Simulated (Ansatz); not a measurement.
Stationary points along a deformation path in Al₃Ni₂

Method: DFT PBEsol, scalar-relativistic, plane waves, PAW in Ansatz 0.2.0. The runs took a 420 eV cutoff, a Γ-centred 18×18×12 mesh and Gaussian smearing (0.15 eV). No spin polarisation. A magnetic state may lie lower. Energies are free energies at this smearing, counted from the undisturbed cell; pressure is positive in compression.

Zero of the scan (relaxed at this level):

```
CELL_PARAMETERS angstrom
4.00314 0.00000 0.00000
-2.00157 3.46682 0.00000
0.00000 0.00000 4.85946
ATOMIC_POSITIONS crystal
Al 0.00000 0.00000 0.00000
Al 0.33333 0.66667 0.64778
Al 0.66667 0.33333 0.35222
Ni 0.33333 0.66667 0.14557
Ni 0.66667 0.33333 0.85443
```

At fixed volume and fractional coordinates, lengths along (0.000, 0.000, 1.000) are scaled against those across it; ρ is that ratio over its starting value. V = 13.488 Å³/atom. Δσ is the stress along the axis less the mean stress across it (compression positive).

| ρ | ΔE (meV/atom) | Δσ (GPa) | space group |
| --- | --- | --- | --- |
| 0.850 | 208.7 | 49.51 | P-3m1 |
| 0.920 | 50.6 | 22.30 | P-3m1 |
| 1.000 | 0.0 | 0.37 | P-3m1 |
| 1.100 | 50.9 | -17.88 | P-3m1 |
| 1.200 | 166.7 | -28.25 | P-3m1 |

Question: How does the stress give the slope of the energy, and where is the energy stationary?

Answer: Along the path d ln(length) is 2/3 d ln ρ on the axis and −1/3 d ln ρ across it, so dE/d ln ρ = −(2/3) V Δσ: the energy falls with ρ where Δσ is positive. Δσ vanishes or changes sign between ρ = 1.000 and 1.100, a minimum (near 1.00 by linear interpolation). Pairs of stationary points between two samples would go unseen, and could change a minimum read from distant neighbours into a maximum.

Question: Integrate that slope from ρ = 1 to 0.850 by the trapezoid rule.

Answer: With V/N in Å³ and 1 eV/Å³ = 160.2 GPa the slopes at ρ = 1.000, 0.920, 0.850 are -21, -1251, -2779 meV/atom per unit of ln ρ. The steps add 53.0 + 159.5 = 212.5 meV/atom, against 208.7 from the energies; the trapezoid rule misses the curvature of the slope within each step.

Forces appear on the atoms along this scan, and letting them relax would lower the energy and soften the response. In a metal these slopes depend on the k mesh and the smearing.

Cost: 5 runs of about 3.4 core-minutes in all, on Arm Neoverse V2 (shared hosts).